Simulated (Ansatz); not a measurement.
# CdS (Greenockite) in Ansatz: the effect of exact exchange

Crystal: CdS (Greenockite).

```
CELL_PARAMETERS angstrom
4.15000 0.00000 0.00000
-2.07500 3.59401 0.00000
0.00000 0.00000 6.73700
ATOMIC_POSITIONS crystal
Cd 0.66667 0.33333 0.50000
Cd 0.33333 0.66667 0.00000
S 0.66667 0.33333 0.87500
S 0.33333 0.66667 0.37500
```

Alike in all runs:

- Program: Ansatz 0.2.0
- Task: single point
- Functional: HSE06 form with a typed share of exact exchange
- Potentials or basis: Ansatz PAW
- Cutoff: 420 eV (not typed: the program's choice for these potentials)
- k mesh: 4 × 4 × 2
- Occupations: fermi-dirac, width 0.05 eV
- Spin: no spin polarisation

```tsv
exact exchange	gap on the mesh (eV)	pressure (GPa)
0.25	2.25	1.0
0.3	2.47	0.8
0.4	2.93	0.4
0.5	?	?
```

Question: What does the run with exact exchange 0.5 give?

Answer: gap on the mesh 3.40 eV; pressure 0.0 GPa.

Worked out: A straight line through the other rows of the gap on the mesh, of slope 4.54 eV per unit of exact exchange, extrapolates to 3.38 eV, against the run's 3.40. A straight line through the other rows of the pressure, of slope -4 GPa per unit of exact exchange, extrapolates to 0.0 GPa, against the run's 0.0.

Caveats: all runs use coarse meshes; the PAW data sets come from PBE, with cores solved anew for the run's functional, which leaves a small shift of forces and pressure; the thresholds are loose for stress.

